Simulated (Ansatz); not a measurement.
**Si: relaxation of cell and atoms**

Method: DFT, PBE, PAW with Ansatz's default frozen-core files, scalar-relativistic (Ansatz 0.2.0).

Command: `ansatz run input.yaml --threads 1 --pin off --max-ram 2048MiB --backend cpu --events-out ev --progress --plain --runs-dir out` The run took 8.2 s on 1 thread of Arm Neoverse V1 (shared host).

```yaml
crystal:
  lattice:
    - [-1.40625, 1.40625, 1.40625]
    - [1.40625, -1.40625, 1.40625]
    - [1.40625, 1.40625, -1.40625]
  atoms:
    - { symbol: Si, position: [0.0, 0.0, 0.0] }
kpoints:
  mp_grid: { grid: [18, 18, 18] }
scf:
  occupations: { method: fermi_dirac, width: 0.05 }
hamiltonian:
  xc: pbe
  pseudopotentials: { kind: paw }
output:
  forces: true
  stress: true
relax:
  f_tol: 0.005
  max_steps: 80
  cell: {}
```

The cell is built from the bcc type as a first guess.

The cutoff is 420 eV; energies and pressures of the walk include the program's estimate of the Pulay term.

Each frame lists the cell vectors (Å), then Cartesian positions (Å); symmetry keeps all forces zero. Free energies count from the first step, -634.8922 eV.

The walk took 8 evaluations in all; steps that aren't listed are left out.

Step 1: E = 0.0 meV, P = 46.29 GPa

```
cell -1.4062 1.4062 1.4062 1.4062 -1.4062 1.4062 1.4062 1.4062 -1.4062
Si    0.0000    0.0000    0.0000
```

Step 2: E = -287.5 meV, P = 19.37 GPa

```
cell -1.4654 1.4654 1.4654 1.4654 -1.4654 1.4654 1.4654 1.4654 -1.4654
Si    0.0000    0.0000    0.0000
```

Step 3: E = -383.7 meV, P = 5.31 GPa

```
cell -1.5147 1.5147 1.5147 1.5147 -1.5147 1.5147 1.5147 1.5147 -1.5147
Si    0.0000    0.0000    0.0000
```

Step 4: E = -394.6 meV, P = 1.01 GPa

```
cell -1.5351 1.5351 1.5351 1.5351 -1.5351 1.5351 1.5351 1.5351 -1.5351
Si    0.0000    0.0000    0.0000
```

Problem. How does the relaxation end?

Solution. It converges, with a = 3.083 Å, b = 3.083 Å, c = 3.083 Å, α = 90.00°, β = 90.00°, γ = 90.00° (conventional cell, space group Im-3m). The last solve (on a basis chosen afresh for the final cell, so its energy is not quite comparable) gives E = -397.7 meV, P = 0.01 GPa:
```
cell -1.5415 1.5415 1.5415 1.5415 -1.5415 1.5415 1.5415 1.5415 -1.5415
Si    0.0000    0.0000    0.0000
```
